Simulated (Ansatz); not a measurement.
# Anharmonic phonons and stability of InP (F-43m), part 2 of 3

Wanted: self-consistent phonon frequencies, thermal pressure and a stability verdict for InP.

Ansatz 0.2.0; DFT PBE, scalar-relativistic, plane waves, PAW; PAW set soft_1.

So far. Step 2 (Probe on a coarse mesh): The start is under 3.3 GPa at this level and looks like an insulator or semiconductor on this mesh. Step 5 (Relaxing to small residual forces and stress): The residual pressure is 0.0037 GPa, small enough for phonons. The relaxed cell has a = 5.960 Å (conventional setting).

The database entry behind the starting cell differs from later determinations by our own check (0.1 to 0.3 % short, probably kX units), so it need not match the best structure at ambient conditions.

## (6) Sampling the crystal at temperature

Harmonic theory ignores how far atoms move; here frames sampled at temperature supply the forces, and the run stops at an error target or a frame limit.

input.yaml

```yaml
crystal:
  lattice:
    - [0.0, 2.9797762504, 2.9797762504]
    - [2.9797762504, 0.0, 2.9797762504]
    - [2.9797762504, 2.9797762504, 0.0]
  atoms:
    - { symbol: In, position: [0.0, 0.0, 0.0] }
    - { symbol: P, position: [0.25, 0.25, 0.25] }
kpoints:
  mp_grid: { grid: [6, 6, 6] }
hamiltonian:
  xc: pbe
  pseudopotentials: { kind: paw, azcp: { folder: soft_1 } }
scf:
  occupations: { method: fixed }
  lower_state_search: "off"
output:
  stress: true
  eigenvalues: true
phonons:
  method: fd
  dielectric: false
  supercell: [2, 2, 2]
  temperatures: { t_max: 1000, t_step: 50 }
  qpath:
    path:
      - [[0.0, 0.0, 0.0], [-0.5, -0.5, 0.0], [-0.375, -0.375, 0.25]]
      - [[-0.375, 0.0, 0.375], [0.0, 0.0, 0.0], [0.0, 0.0, 0.5], [-0.5, -0.25, 0.25], [-0.5, -0.5, 0.0]]
    npoints: 10
  self_consistent:
    temperatures: [50.0, 200.0, 400.0, 800.0]
    max_frames: 96
    max_frequency_error: 3.0
```

Command:

```bash
$ ansatz run input.yaml --threads 8 --pin off --max-ram 16384MiB --backend cpu --events-out ev --progress --plain --runs-dir out
```

Numbers of over 12 decimals in the logs are rounded to 6 here.

The log of the run:

```text
[...]
Crystal: 16 atoms, lattice volume = 423.322 Å³
Basis set: ecut = 420 eV, 8363 PW (Γ), exchange–correlation on 120×120×120 points (8 copies of the dense FFT grid, shifted against one another)
Bands: 88, of which v1, the nominal top of the filled ones, is band 72 counted from 1 (71 counted from 0)
Symmetry: 192 space group operations
k-points: 4 of 27 (time reversal used)
[...]
SCF iter   1: F=—  HF=-50832.510639 eV  |F-HF|=—  |Δ(HF+E_count)|=         —  Δρ=5.12e-8  dr2=1.19e-11  ethr=1.00e-12  ⟨swp⟩=3.0  Hψ=896  notcnv=0
[...]
SCF iter   2: F=-50832.510639 eV  HF=-50832.510639 eV  |F-HF|=0.00e0  |Δ(HF+E_count)|=  1.46e-11  Δρ=2.38e-8  dr2=2.13e-12  ethr=1.00e-12  ⟨swp⟩=4.0  Hψ=1026  notcnv=0
SCF 1 converged in 2 iterations: F = -50832.510639 eV  dr2 = 2.13e-12
[...]
Symmetry: 4 space group operations
k-points: 8 of 27 (time reversal used)
[...]
SCF iter   8: F=-50832.510614 eV  HF=-50832.510614 eV  |F-HF|=7.28e-12  |Δ(HF+E_count)|=  2.18e-11  Δρ=1.37e-8  dr2=1.01e-12  ethr=1.00e-12  ⟨swp⟩=6.8  Hψ=2954  notcnv=0
SCF 2 converged in 8 iterations: F = -50832.510614 eV  dr2 = 1.01e-12
[...]
SCF iter   7: F=-50832.510611 eV  HF=-50832.510611 eV  |F-HF|=7.28e-12  |Δ(HF+E_count)|=    0.00e0  Δρ=2.24e-8  dr2=2.58e-12  ethr=1.00e-12  ⟨swp⟩=7.4  Hψ=3365  notcnv=0
SCF 3 converged in 7 iterations: F = -50832.510611 eV  dr2 = 2.58e-12
[...]
── the supercell at rest and the probe, ahead of the frames of phonons at temperature ──
Symmetry: 1 space group operations
k-points: 14 of 27 (time reversal used)
[...]
SCF iter   1: F=—  HF=-50834.186333 eV  |F-HF|=—  |Δ(HF+E_count)|=         —  Δρ=3.31e-2  dr2=6.87e0  ethr=3.10e-3  ⟨swp⟩=5.0  Hψ=3857  notcnv=0  defer=163
[...]
SCF iter  10: F=-50832.510639 eV  HF=-50832.510639 eV  |F-HF|=4.95e-10  |Δ(HF+E_count)|=   3.67e-9  Δρ=2.93e-7  dr2=7.35e-10  ethr=1.11e-12  ⟨swp⟩=5.0  Hψ=4040  notcnv=0
SCF 1 converged in 10 iterations: F = -50832.510639 eV  dr2 = 7.35e-10
[...]
SCF iter   1: F=—  HF=-50834.186331 eV  |F-HF|=—  |Δ(HF+E_count)|=         —  Δρ=3.31e-2  dr2=6.87e0  ethr=3.10e-3  ⟨swp⟩=5.1  Hψ=3936  notcnv=0  defer=163
[...]
SCF iter  10: F=-50832.509005 eV  HF=-50832.509005 eV  |F-HF|=5.24e-10  |Δ(HF+E_count)|=   7.50e-9  Δρ=2.19e-7  dr2=4.53e-10  ethr=1.11e-12  ⟨swp⟩=5.0  Hψ=4074  notcnv=0
SCF 2 converged in 10 iterations: F = -50832.509005 eV  dr2 = 4.53e-10
[...]
── population 1 of phonons at temperature: 8 frames at 800 K, the first ──
── frame 1/8 of population 1 ──
[...]
SCF iter   1: F=—  HF=-50832.204536 eV  |F-HF|=—  |Δ(HF+E_count)|=         —  Δρ=3.28e-2  dr2=7.05e0  ethr=3.10e-3  ⟨swp⟩=6.1  Hψ=4592  notcnv=0  defer=184
[...]
SCF iter  11: F=-50830.444681 eV  HF=-50830.444681 eV  |F-HF|=4.37e-10  |Δ(HF+E_count)|=   6.44e-9  Δρ=3.50e-7  dr2=9.57e-10  ethr=1.11e-12  ⟨swp⟩=6.0  Hψ=4752  notcnv=0
SCF 1 converged in 11 iterations: F = -50830.444681 eV  dr2 = 9.57e-10
[...]
── frame 2/8 of population 1 ──
SCF iter   1: F=—  HF=-50832.416319 eV  |F-HF|=—  |Δ(HF+E_count)|=         —  Δρ=3.26e-2  dr2=6.98e0  ethr=3.10e-3  ⟨swp⟩=5.9  Hψ=4415  notcnv=0  defer=183
[...]
SCF iter  11: F=-50830.676584 eV  HF=-50830.676584 eV  |F-HF|=1.75e-10  |Δ(HF+E_count)|=   5.22e-9  Δρ=3.01e-7  dr2=7.81e-10  ethr=1.11e-12  ⟨swp⟩=6.0  Hψ=4480  notcnv=0
SCF 1 converged in 11 iterations: F = -50830.676584 eV  dr2 = 7.81e-10
[...]
── frame 3/8 of population 1 ──
SCF iter   1: F=—  HF=-50832.902728 eV  |F-HF|=—  |Δ(HF+E_count)|=         —  Δρ=3.31e-2  dr2=7.12e0  ethr=3.10e-3  ⟨swp⟩=6.0  Hψ=4510  notcnv=0  defer=181
[...]
SCF iter  10: F=—  HF=-50831.138562 eV  |F-HF|=—  |Δ(HF+E_count)|=   4.74e-8  Δρ=7.20e-7  dr2=4.55e-9  ethr=2.75e-11  ⟨swp⟩=2.4  Hψ=1860  notcnv=0  defer=191
[...]
SCF iter   4: F=—  HF=-50829.728563 eV  |F-HF|=—  |Δ(HF+E_count)|=   1.38e-2  Δρ=8.55e-4  dr2=5.18e-3  ethr=5.71e-5  ⟨swp⟩=2.8  Hψ=1557  notcnv=0  defer=196
[...]
SCF iter  12: F=-50829.733690 eV  HF=-50829.733690 eV  |F-HF|=7.28e-12  |Δ(HF+E_count)|=  7.57e-10  Δρ=1.38e-7  dr2=1.67e-10  ethr=1.11e-12  ⟨swp⟩=5.0  Hψ=3867  notcnv=0
SCF 1 converged in 12 iterations: F = -50829.733690 eV  dr2 = 1.67e-10
[...]
── frame 7/8 of population 6 ──
SCF iter   1: F=—  HF=-50831.205389 eV  |F-HF|=—  |Δ(HF+E_count)|=         —  Δρ=3.11e-2  dr2=6.44e0  ethr=3.10e-3  ⟨swp⟩=5.7  Hψ=4525  notcnv=0  defer=179
[...]
SCF iter  12: F=-50829.626320 eV  HF=-50829.626320 eV  |F-HF|=3.42e-10  |Δ(HF+E_count)|=   1.94e-9  Δρ=2.49e-7  dr2=6.50e-10  ethr=1.11e-12  ⟨swp⟩=5.1  Hψ=4045  notcnv=0
SCF 1 converged in 12 iterations: F = -50829.626320 eV  dr2 = 6.50e-10
── frame 8/8 of population 6 ──
SCF iter   1: F=—  HF=-50831.287839 eV  |F-HF|=—  |Δ(HF+E_count)|=         —  Δρ=3.17e-2  dr2=6.70e0  ethr=3.10e-3  ⟨swp⟩=5.8  Hψ=4448  notcnv=0  defer=180
[...]
SCF iter  11: F=-50829.656512 eV  HF=-50829.656512 eV  |F-HF|=8.73e-10  |Δ(HF+E_count)|=   1.26e-8  Δρ=4.18e-7  dr2=1.41e-9  ethr=1.11e-12  ⟨swp⟩=6.0  Hψ=4820  notcnv=0
SCF 1 converged in 11 iterations: F = -50829.656512 eV  dr2 = 1.41e-9
[...]
SCF converged after 11 iterations
Free energy (F): -50829.656512 eV
[...]
Internal energy: -50829.656512 eV  (E = F + TS)
E sigma→0 (E₀):  -50829.656512 eV
Fermi energy:    6.612663 eV
[...]
--- Forces (eV/Å), atoms counted from 1 ---
  atom   1  In    -0.61333106    -0.77003108    -0.69442804
  atom   2  P      0.18930023     0.41222261     0.58147290
  atom   3  In     0.12406245     0.35575687    -0.59129971
  atom   4  P      0.31710935    -0.02584173    -0.80947050
  atom   5  In     0.03425743    -0.53571402     0.25537858
  atom   6  P      1.15408166     0.17466395     1.35211817
  atom   7  In    -0.60075552    -0.52107813    -0.38559208
  atom   8  P      1.53186869     0.08426758     0.35508256
  atom   9  In    -1.51955122    -0.57688652    -0.25782959
  atom  10  P      0.65083338     0.61944648    -0.02645417
  atom  11  In     0.32132754     0.04253130     2.05268688
  atom  12  P      0.16244349    -0.78229697     0.02155118
  atom  13  In     0.65346786    -0.38289012     0.67831891
[...]
ASR residual: 1.298e-5 → 0.000e0 eV/Å²; symmetrization residual: 1.200e-5 eV/Å²
  largest component of a force at the reference: 1.9e-16 eV/Å
  ASR residual per site (eV/Å²): 1.01e-5 1.30e-5
  Γ frequencies (cm⁻¹): 0.00 0.00 0.00 284.42 284.42 284.42
  density of states and harmonic sums: on the 2×2×2 q-mesh (no non-analytic term)
  zero-point energy: 0.070540 eV/cell   skipped modes (ω ≤ 0): 3   left out of the sums: 6.25e-2 of the cell's modes: C_V's classical limit lies that fraction below 3 k_B per atom; for a crystal, a wire or a layer, F and S can be off by more, and a phonons.interpolated_qmesh denser along its periods is the remedy for the sampling
--- Phonons at temperature: the self-consistent harmonic approximation ---
  40 frames of 16 atoms (2×2×2 cells), in populations of 8, 8 at 800 K and 8 at 400 K and 8 at 200 K and 8 at 50 K: nothing lacks frames
  at 50 K
    the largest error of a frequency is 0.02 times what was asked for; the fitted model misses 1.9 % of the forces, every mode counted alike and far frames for less, of frames that it was not fitted to; the frames count as 8.1 of this Gaussian
    softest of the free energy's second derivatives: 52.69 ± 0.05 cm⁻¹ at q 0.0000 0.5000 0.0000; not told ahead of this temperature's last population
    the crystal stands in this phase at this temperature, as far as these wave vectors tell
    the ions' mean positions are those at rest
    free energy -6353.994916 ± 0.000008 eV a cell, of which vibrations 0.068914; entropy 9.143 ± 0.006 J/(mol·K) of cells
      by the supercell's own 45 modes alone, which lack the rigid motions: not to be laid beside figures on a mesh. There are none: the force constants hold no dipole–dipole term between the supercell's wave vectors
      the supercell's own free energy is the best Gaussian's, an upper bound on the crystal's: what lies beyond it on the fitted surface stands below, to be added
    pressure 0.2109 ± 0.0054 GPa; at rest -0.0135, so that the ions' motion makes +0.2244
      stress (GPa, positive in compression): xx 0.2109 ± 0.0054, yy 0.2109 ± 0.0054, zz 0.2109 ± 0.0054, yz -0.0000 ± 0.0000, xz -0.0000 ± 0.0000, xy 0.0000 ± 0.0000
[...]
beyond the Gaussian, in the hollow that it stands in and those that the ions reach from there, by exact statistics on the surface that is fitted to the frames (rings of 18 beads):
      free energy -0.000072 ± 0.000014 eV a cell
      leaving out a pair of frames, or group of many, changes the fitted energy by up to 0.00 k_B T, T the rings' temperature (one standard deviation); of these ± those of the frequencies lack the bias that few frames leave, and those of the mean squares the mean places' part of it
      pressure -0.0009 ± 0.0006 GPa; with it, by the rings' own mean, 0.2100 ± 0.0041, so that the ions' motion makes +0.2235: by the supercell's own 45 modes alone, as the Gaussian's
      mean square displacement, over the three axes, of site 1 from 0, P, the most changed: 0.00872 ± 0.00002 Å², of which +0.00006 beyond the Gaussian's
      softest frequency by how far the rings' centres move (above zero always: no sign of whether the crystal stands): 52.69 ± 0.05 cm⁻¹ at q 0.5000 0.5000 0.5000
    frequencies (cm⁻¹; below zero: imaginary; ±: error) of the harmonic crystal, of the Gaussian, of the free energy's second derivatives, each in its own ascending order
      q 0.0000 0.0000 0.0000
           284.42      284.60 ±  0.12      282.52 ±  0.12
           284.42      284.60 ±  0.12      282.52 ±  0.12
           284.42      284.60 ±  0.12      282.52 ±  0.12
      q 0.0000 0.0000 0.5000, and 3 like it
            53.43       52.83 ±  0.04       52.69 ±  0.05
            53.43       52.83 ±  0.04       52.69 ±  0.05
           158.14      158.07 ±  0.08      157.56 ±  0.09
           289.99      290.28 ±  0.09      288.56 ±  0.34
           289.99      290.28 ±  0.09      288.56 ±  0.34
           312.21      312.40 ±  0.06      311.35 ±  0.12
      q 0.0000 0.5000 0.5000, and 2 like it
            66.33       65.63 ±  0.04       65.36 ±  0.04
            66.33       65.63 ±  0.04       65.36 ±  0.04
           170.47      170.44 ±  0.07      169.91 ±  0.61
           298.95      299.39 ±  0.07      297.94 ±  0.16
           298.95      299.39 ±  0.07      297.94 ±  0.16
           305.96      305.95 ±  0.15      304.94 ±  0.15
  at 200 K
[...]
the ions' mean positions are those at rest
[...]
pressure 0.2185 ± 0.0108 GPa; at rest -0.0135, so that the ions' motion makes +0.2320
[...]
free energy -0.000344 ± 0.000044 eV a cell
[...]
q 0.0000 0.0000 0.0000
           284.42      283.62 ±  0.13      278.50 ±  0.20
           284.42      283.62 ±  0.13      278.50 ±  0.20
           284.42      283.62 ±  0.13      278.50 ±  0.20
      q 0.0000 0.0000 0.5000, and 3 like it
            53.43       52.88 ±  0.04       52.45 ±  0.04
            53.43       52.88 ±  0.04       52.45 ±  0.04
           158.14      157.59 ±  0.08      156.28 ±  0.10
           289.99      289.17 ±  0.06      285.10 ±  0.07
           289.99      289.17 ±  0.06      285.10 ±  0.07
           312.21      311.24 ±  0.08      309.07 ±  0.09
      q 0.0000 0.5000 0.5000, and 2 like it
            66.33       65.83 ±  0.06       64.96 ±  0.07
            66.33       65.83 ±  0.06       64.96 ±  0.07
           170.47      169.77 ±  0.10      168.49 ±  0.11
           298.95      298.15 ±  0.18      294.94 ±  0.19
           298.95      298.15 ±  0.18      294.94 ±  0.19
           305.96      304.82 ±  0.16      302.72 ±  0.25
  at 400 K
[...]
the ions' mean positions are those at rest
[...]
pressure 0.3247 ± 0.0172 GPa; at rest -0.0135, so that the ions' motion makes +0.3382
[...]
free energy -0.001470 ± 0.000065 eV a cell
[...]
q 0.0000 0.0000 0.0000
           284.42      282.42 ±  0.14      272.75 ±  0.73
           284.42      282.42 ±  0.14      272.75 ±  0.73
           284.42      282.42 ±  0.14      272.75 ±  0.73
      q 0.0000 0.0000 0.5000, and 3 like it
            53.43       52.52 ±  0.07       51.67 ±  0.08
            53.43       52.52 ±  0.07       51.67 ±  0.08
           158.14      156.89 ±  0.14      154.37 ±  0.16
           289.99      287.83 ±  0.12      280.10 ±  0.30
           289.99      287.83 ±  0.12      280.10 ±  0.30
           312.21      309.56 ±  0.21      305.35 ±  0.22
      q 0.0000 0.5000 0.5000, and 2 like it
            66.33       65.63 ±  0.13       63.94 ±  0.15
[...]
at 800 K
[...]
the ions' mean positions are those at rest
[...]
pressure 0.6104 ± 0.0288 GPa; at rest -0.0135, so that the ions' motion makes +0.6239
[...]
8 configuration(s) of the rings are solved and fitted beside the frames
      free energy -0.006304 ± 0.000398 eV a cell
[...]
q 0.0000 0.0000 0.0000
[...]
q 0.0000 0.0000 0.5000, and 3 like it
            53.43       51.63 ±  0.18       49.90 ±  0.21
            53.43       51.63 ±  0.18       49.90 ±  0.21
           158.14      154.93 ±  0.40      150.05 ±  0.56
           289.99      285.44 ±  0.37      270.65 ±  0.69
           289.99      285.44 ±  0.37      270.65 ±  0.69
           312.21      307.50 ±  0.92      299.36 ±  1.24
      q 0.0000 0.5000 0.5000, and 2 like it
            66.33       65.03 ±  0.51       61.70 ±  0.62
            66.33       65.03 ±  0.51       61.70 ±  0.62
           170.47      166.98 ±  0.74      162.24 ±  0.89
           298.95      294.30 ±  0.49      282.50 ±  0.73
           298.95      294.30 ±  0.49      282.50 ±  0.73
           305.96      300.81 ±  0.91      292.78 ±  1.12
[key lines of the parts left out:]
P = ⅓ Tr σ = -0.7767 GPa (-7.767 kbar)
```

Elapsed: 6.2 min, on 8 threads of Arm Neoverse V2, shared host; peak memory 1.8 GiB.

This step gave:

- point group: -43m
- frames solved: 48
- pressure of the lattice at rest: -0.01350 GPa

50 K; each column in its own order of rank; one wavevector of each set of like ones; translations left out; no LO-TO term. Modes at 50K, by row:

| q1 | q2 | q3 | rank | harmonic (cm⁻¹) | gaussian (cm⁻¹) | gaussian error (cm⁻¹) | hessian (cm⁻¹) | hessian error (cm⁻¹) | path integral (cm⁻¹) | path integral error (cm⁻¹) |
| --- | --- | --- | --- | --- | --- | --- | --- | --- | --- | --- |
| 0 | 0 | 0 | 1 | 284.4 | 284.6 | 0.1 | 282.5 | 0.1 | 282.6 | 0.3 |
| 0 | 0 | 0 | 2 | 284.4 | 284.6 | 0.1 | 282.5 | 0.1 | 282.6 | 0.3 |
| 0 | 0 | 0 | 3 | 284.4 | 284.6 | 0.1 | 282.5 | 0.1 | 282.6 | 0.3 |
| 0 | 0 | 0.5 | 1 | 53.4 | 52.8 | 0 | 52.7 | 0.1 | 52.7 | 0 |
| 0 | 0 | 0.5 | 2 | 53.4 | 52.8 | 0 | 52.7 | 0.1 | 52.7 | 0 |
| 0 | 0 | 0.5 | 3 | 158.1 | 158.1 | 0.1 | 157.6 | 0.1 | 157.5 | 0.1 |
| 0 | 0 | 0.5 | 4 | 290 | 290.3 | 0.1 | 288.6 | 0.3 | 288.4 | 0.2 |
| 0 | 0 | 0.5 | 5 | 290 | 290.3 | 0.1 | 288.6 | 0.3 | 288.4 | 0.2 |
| 0 | 0 | 0.5 | 6 | 312.2 | 312.4 | 0.1 | 311.4 | 0.1 | 311.6 | 0.4 |
| 0 | 0.5 | 0.5 | 1 | 66.3 | 65.6 | 0 | 65.4 | 0 | 65.4 | 0.1 |
| 0 | 0.5 | 0.5 | 2 | 66.3 | 65.6 | 0 | 65.4 | 0 | 65.4 | 0.1 |
| 0 | 0.5 | 0.5 | 3 | 170.5 | 170.4 | 0.1 | 169.9 | 0.6 | 169.9 | 0.1 |
| 0 | 0.5 | 0.5 | 4 | 299 | 299.4 | 0.1 | 297.9 | 0.2 | 297.9 | 0.2 |
| 0 | 0.5 | 0.5 | 5 | 299 | 299.4 | 0.1 | 297.9 | 0.2 | 297.9 | 0.2 |
| 0 | 0.5 | 0.5 | 6 | 306 | 306 | 0.2 | 304.9 | 0.2 | 304.6 | 0.2 |

200 K; each column in its own order of rank; one wavevector of each set of like ones; translations left out; no LO-TO term. Modes at 200K, by row:

| q1 | q2 | q3 | rank | harmonic (cm⁻¹) | gaussian (cm⁻¹) | gaussian error (cm⁻¹) | hessian (cm⁻¹) | hessian error (cm⁻¹) | path integral (cm⁻¹) | path integral error (cm⁻¹) |
| --- | --- | --- | --- | --- | --- | --- | --- | --- | --- | --- |
| 0 | 0 | 0 | 1 | 284.4 | 283.6 | 0.1 | 278.5 | 0.2 | 278.1 | 0.4 |
| 0 | 0 | 0 | 2 | 284.4 | 283.6 | 0.1 | 278.5 | 0.2 | 278.1 | 0.4 |
| 0 | 0 | 0 | 3 | 284.4 | 283.6 | 0.1 | 278.5 | 0.2 | 278.1 | 0.4 |
| 0 | 0 | 0.5 | 1 | 53.4 | 52.9 | 0 | 52.4 | 0 | 52.4 | 0 |
| 0 | 0 | 0.5 | 2 | 53.4 | 52.9 | 0 | 52.4 | 0 | 52.4 | 0 |
| 0 | 0 | 0.5 | 3 | 158.1 | 157.6 | 0.1 | 156.3 | 0.1 | 156.3 | 0.3 |
| 0 | 0 | 0.5 | 4 | 290 | 289.2 | 0.1 | 285.1 | 0.1 | 285.1 | 0.5 |
| 0 | 0 | 0.5 | 5 | 290 | 289.2 | 0.1 | 285.1 | 0.1 | 285.1 | 0.5 |
| 0 | 0 | 0.5 | 6 | 312.2 | 311.2 | 0.1 | 309.1 | 0.1 | 309.1 | 0.4 |
| 0 | 0.5 | 0.5 | 1 | 66.3 | 65.8 | 0.1 | 65 | 0.1 | 65 | 0.1 |
| 0 | 0.5 | 0.5 | 2 | 66.3 | 65.8 | 0.1 | 65 | 0.1 | 65 | 0.1 |
| 0 | 0.5 | 0.5 | 3 | 170.5 | 169.8 | 0.1 | 168.5 | 0.1 | 168.2 | 0.2 |
| 0 | 0.5 | 0.5 | 4 | 299 | 298.2 | 0.2 | 294.9 | 0.2 | 295.2 | 0.3 |
| 0 | 0.5 | 0.5 | 5 | 299 | 298.2 | 0.2 | 294.9 | 0.2 | 295.2 | 0.3 |
| 0 | 0.5 | 0.5 | 6 | 306 | 304.8 | 0.2 | 302.7 | 0.3 | 303.1 | 0.5 |

400 K; each column in its own order of rank; one wavevector of each set of like ones; translations left out; no LO-TO term. Modes at 400K, by row:

| q1 | q2 | q3 | rank | harmonic (cm⁻¹) | gaussian (cm⁻¹) | gaussian error (cm⁻¹) | hessian (cm⁻¹) | hessian error (cm⁻¹) | path integral (cm⁻¹) | path integral error (cm⁻¹) |
| --- | --- | --- | --- | --- | --- | --- | --- | --- | --- | --- |
| 0 | 0 | 0 | 1 | 284.4 | 282.4 | 0.1 | 272.8 | 0.7 | 272 | 0.8 |
| 0 | 0 | 0 | 2 | 284.4 | 282.4 | 0.1 | 272.8 | 0.7 | 272 | 0.8 |
| 0 | 0 | 0 | 3 | 284.4 | 282.4 | 0.1 | 272.8 | 0.7 | 272 | 0.8 |
| 0 | 0 | 0.5 | 1 | 53.4 | 52.5 | 0.1 | 51.7 | 0.1 | 51.7 | 0.1 |
| 0 | 0 | 0.5 | 2 | 53.4 | 52.5 | 0.1 | 51.7 | 0.1 | 51.7 | 0.1 |
| 0 | 0 | 0.5 | 3 | 158.1 | 156.9 | 0.1 | 154.4 | 0.2 | 154.2 | 0.2 |
| 0 | 0 | 0.5 | 4 | 290 | 287.8 | 0.1 | 280.1 | 0.3 | 279.4 | 0.5 |
| 0 | 0 | 0.5 | 5 | 290 | 287.8 | 0.1 | 280.1 | 0.3 | 279.4 | 0.5 |
| 0 | 0 | 0.5 | 6 | 312.2 | 309.6 | 0.2 | 305.4 | 0.2 | 304.7 | 0.5 |
| 0 | 0.5 | 0.5 | 1 | 66.3 | 65.6 | 0.1 | 63.9 | 0.2 | 63.9 | 0.1 |
| 0 | 0.5 | 0.5 | 2 | 66.3 | 65.6 | 0.1 | 63.9 | 0.2 | 63.9 | 0.1 |
| 0 | 0.5 | 0.5 | 3 | 170.5 | 168.9 | 0.2 | 166.5 | 0.3 | 166.2 | 0.3 |
| 0 | 0.5 | 0.5 | 4 | 299 | 296.7 | 0.3 | 290.6 | 0.3 | 289.6 | 0.4 |
| 0 | 0.5 | 0.5 | 5 | 299 | 296.7 | 0.3 | 290.6 | 0.3 | 289.6 | 0.4 |
| 0 | 0.5 | 0.5 | 6 | 306 | 303.4 | 0.2 | 299.3 | 0.2 | 298.7 | 0.5 |

(Part 2 of 3 ends here.)

[Logs are printed without paths, hosts, clocks, repeated set-up lines and the standing remarks that a program may print on its own settings, such as how far it seeks lower states.]

[Hosts, paths, dates, database ids (printed as entryN), source tags and the programs' standing remarks are cut or masked in the printed files.]

[A step with changed settings may run another functional than the one named; its input shows which.]
